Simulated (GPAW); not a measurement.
ZrB2:

```
Zr B
1.0
     3.17000    0.00000    0.00000
    -1.58500    2.74530    0.00000
     0.00000    0.00000    3.53300
Zr B
1 2
Direct
  0.00000 0.00000 0.00000
  0.66667 0.33333 0.50000
  0.33333 0.66667 0.50000
```

| Item | Value |
| --- | --- |
| Program | GPAW 26.7.0 |
| Task | relaxation of cell and atoms |
| Functional | PBEsol |
| Potentials or basis | PAW data sets generated in the run's folder for this functional |
| Cutoff | 800 eV |
| Basis | pw |
| k mesh | 7 × 7 × 6 |
| Occupations | fermi-dirac, width 0.05 eV |
| Spin | no spin polarisation |

At the start: pressure -4.8 GPa; volume 10.25 Å³/atom.

Problem. How do energy, volume and symmetry change on relaxing?

Solution. Over 5 steps the energy falls by 3.0 meV/atom and the volume is 10.05 Å³/atom (-2.0 %); space group P6/mmm (No. 191, to 0.05 Å).

The path:
```
step  energy change (eV)  largest force (eV/Å)  pressure (GPa)  volume (Å³)
   1              0.0000                0.0000           -4.83        30.75
   2             -0.0036                0.0000           -3.80        30.61
   3             -0.0089                0.0000            0.13        30.12
   4             -0.0089                0.0000            0.06        30.13
   5             -0.0091                0.0000           -0.12        30.14
```

Final structure:
```
CELL_PARAMETERS angstrom
3.15352 0.00000 0.00000
-1.57676 2.73103 0.00000
0.00000 0.00000 3.50011
ATOMIC_POSITIONS crystal
Zr 0.00000 0.00000 0.00000
B 0.66667 0.33333 0.50000
B 0.33333 0.66667 0.50000
```

Caveat: later steps reuse the first step's grids.
